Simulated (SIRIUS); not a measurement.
**MgS (Niningerite) under changes of volume**

One of the cells (17.609 Å³/atom); the others are scaled copies at fixed shape and fractional positions:

```
S Mg
1.0
     0.00000    2.60165    2.60165
     2.60165    0.00000    2.60165
     2.60165    2.60165    0.00000
S Mg
1 1
Cartesian
  2.6016 2.6016 2.6016
  0.0000 0.0000 0.0000
```

| Item | Value |
| --- | --- |
| Program | SIRIUS 7.12.0 |
| Functional | BLYP |
| Potentials or basis | all-electron FP-LAPW |
| Cutoff | 158 eV |
| Basis | apw+lo standard |
| k mesh | 9 × 9 × 9 |
| Occupations | fermi-dirac, width 0.05 eV |
| Spin | no spin polarisation |

```tsv
volume (Å³/atom)	energy over the lowest point (meV/atom)	gap on the mesh (eV)
16.553	52.67	3.10
16.905	?	?
17.257	19.86	3.01
17.609	9.79	2.96
17.962	3.25	2.91
18.314	0.10	2.86
18.666	0.00	2.82
```

What does the run at 16.905 Å³/atom give?

Energy over the lowest point 33.99 meV/atom; gap on the mesh 3.05 eV.

Worked out: A Birch-Murnaghan fit of order 3 (a polynomial in V^(-2/3)) to the other rows has its minimum at 18.50 Å³/atom with B0 = V·E''(V) = 69 GPa and B' = 4.0. It gives 34.05 meV/atom at 16.905 Å³/atom, against the run's 33.99. A straight line through the other rows of the gap, of slope -2.37 eV per unit of ln V, gives 3.05 eV, against the run's 3.05.

Energies are extrapolated to zero smearing.

Caveats: an odd mesh through Γ misses points on the zone boundary, where band edges often lie.
